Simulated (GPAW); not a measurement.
Runs of GPAW 26.7.0 on AlN. Symmetry: P6_3mc, No. 186, hexagonal system. Conventional cell: a = 3.113 Å, b = 3.113 Å, c = 4.981 Å, α = 90.00°, β = 90.00°, γ = 120.00°. Al (site symmetry 3m) is surrounded by 4 N at 1.89 Å. N (site symmetry 3m) is surrounded by 4 Al at 1.89 Å. 

```csv
task,level,potentials or basis,cell,k mesh,cutoff (eV),smearing,optimizer,fmax,max steps,response ecut,response k mesh,mesh quality,gap on the mesh (eV),pressure (GPa),relaxed volume (Å³/atom),largest force (eV/Å)
relaxation of cell and atoms,r2SCAN,"GPAW PAW data sets (gpaw-data 1.2.1), pw",relaxed,7 × 7 × 4,800,fermi-dirac 0.05 eV,BFGS,0.01 eV/Å,100,-,-,not flagged,(c),0.0,10.43,0.01
dielectric tensor,LDA,"the program's PAW data sets (release 1.2.1) made for this functional, pw",as given,8 × 8 × 5,600,fermi-dirac 0.001 eV,-,-,-,80 eV,17 × 17 × 10,not flagged,4.25,-,-,-
relaxation of cell and atoms,BLYP,"PAW data sets generated in the run's folder for this functional, pw",relaxed,7 × 7 × 5,800,fermi-dirac 0.05 eV,BFGS,0.02 eV/Å,60,-,-,not flagged,4.24,-0.1,10.81,-
band structure,BP86,"PAW data sets generated in the run's folder for this functional, pw",as given,7 × 7 × 4,800,fermi-dirac 0.05 eV,-,-,-,-,-,not flagged,(b),4.8,-,0.13
band structure,MS2,"GPAW PAW data sets (gpaw-data 1.2.1), pw",as given,7 × 7 × 4,800,fermi-dirac 0.05 eV,-,-,-,-,-,not flagged,(a),-0.1,-,0.12
band structure,PBE,"PAW data sets generated in the run's folder for this functional, pw",as given,7 × 7 × 4,800,fermi-dirac 0.05 eV,-,-,-,-,-,not flagged,4.23,(d),-,0.13
```

Alike in all rows: no spin polarisation.

Fill in the values left out.

(a) 4.59; (b) 4.31; (c) 4.94; (d) 4.6.

Caveats: an odd mesh through Γ misses points on the zone boundary, where band edges often lie (some runs); later steps reuse the first step's grids (some runs); the PAW data sets were made with another functional, which shifts forces and pressure a little (some runs); the long-wavelength limit can be off by a per cent or two (some runs).

Not every run made on this cell is shown here.
